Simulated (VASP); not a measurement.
A run of VASP 6.6.1 is set up as follows.

Contents of INCAR:

```
SYSTEM = SnO2
PREC     = Accurate       ! precision mode
ENCUT    = 600            ! plane-wave cutoff, eV
EDIFF    = 1E-6           ! SCF threshold, eV
ISMEAR   = -1             ! smearing method
SIGMA    = 0.05           ! smearing width, eV
LREAL    = .False.        ! projectors in reciprocal space
LASPH    = .True.         ! aspherical terms in the spheres
NELM     = 80             ! most SCF steps
ALGO     = Normal         ! electronic algorithm
ISIF     = 3              ! what is computed and relaxed
LWAVE    = .False.        ! write WAVECAR
LCHARG   = .False.        ! write CHGCAR
GGA      = RP             ! functional
IBRION   = 2              ! ionic algorithm
NSW      = 60             ! ionic steps
EDIFFG   = -0.01          ! ionic threshold
```

Contents of KPOINTS:

```
Automatic mesh
0
Gamma
  9 6 5
  0 0 0
```

File POSCAR:

```
SnO2
1.0
    3.0232700000      0.0000000000      0.0000000000
    0.0000000000      4.9646800000      0.0000000000
    0.0000000000      0.0000000000      5.9769600000
Sn O
1 2
Direct
    0.5000000000      0.5000000000      0.0000000000
    0.0000000000      0.5000000000      0.7757200000
    0.0000000000      0.5000000000      0.2242800000
```

Potentials or basis: VASP PAW PBE potentials, release 64 (Sn_d, O).

Command:

```bash
$ cat potpaw_PBE.64/Sn_d/POTCAR potpaw_PBE.64/O/POTCAR > POTCAR
$ mpirun -np 1 vasp_std > vasp.out
```

(1) Estimate the space group after relaxing (to 0.05 Å).

(2) Predict the band gap on the k mesh.

(3) What does it give for the relaxed volume?

(4) What does it give for the relaxed cell?

Answers

(1) Pmmm (No. 47).

(2) 1.63 eV, indirect (least direct gap 2.09 eV).

(3) 37.98 Å³/atom.

(4) a = 3.051 Å, b = 5.710 Å, c = 6.540 Å, α = 90.00°, β = 90.00°, γ = 90.00°.

Caveat: the volume moved by over 15 % at a fixed basis, so the end points are rough; the PAW data sets were made with another functional, which shifts forces and pressure a little; spin-orbit coupling is left out, which moves the levels of the heavy elements; an odd mesh through Γ misses points on the zone boundary, where band edges often lie.
